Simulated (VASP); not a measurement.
Input of a VASP 6.6.1 run:

INCAR

```
ALGO = Normal
EDIFF = 1E-7
ENCUT = 520
GGA = PE
ISIF = 2
ISMEAR = -1
LASPH = True
LCHARG = False
LREAL = False
LWAVE = False
NBANDS = 17
NELM = 80
PREC = Accurate
SIGMA = 0.05
```

KPOINTS

```
k-points
0
Gamma
  8 8 8
```

The input POSCAR:

```
PbSe
1.0
    0.0000000000      3.0606500000      3.0606500000
    3.0606500000      0.0000000000      3.0606500000
    3.0606500000      3.0606500000      0.0000000000
Pb Se
1 1
Direct
   -0.0022480000     -0.0031650000     -0.0006020000
    0.5030880000      0.4999950000      0.4926990000
```

Potentials or basis: VASP PAW PBE potentials, release 64 (Pb_d, Se).

Launch:

```console
$ cat potpaw_PBE.64/Pb_d/POTCAR potpaw_PBE.64/Se/POTCAR > POTCAR
$ mpirun -np 1 vasp_std > vasp.out
```

Predict the pressure.

2.4 GPa.

Predict the band gap on the k mesh.

0.29 eV, direct.

Estimate the largest force.

0.017 eV/Å.

Forces in eV/Å, atoms in the order of the input:
```
Pb  -0.007 -0.003  0.016
Se   0.007  0.003 -0.016
```

Caveat: spin-orbit coupling is left out, which as a rule narrows the gap of such compounds by several tenths of an eV. A k mesh can miss the band edges.
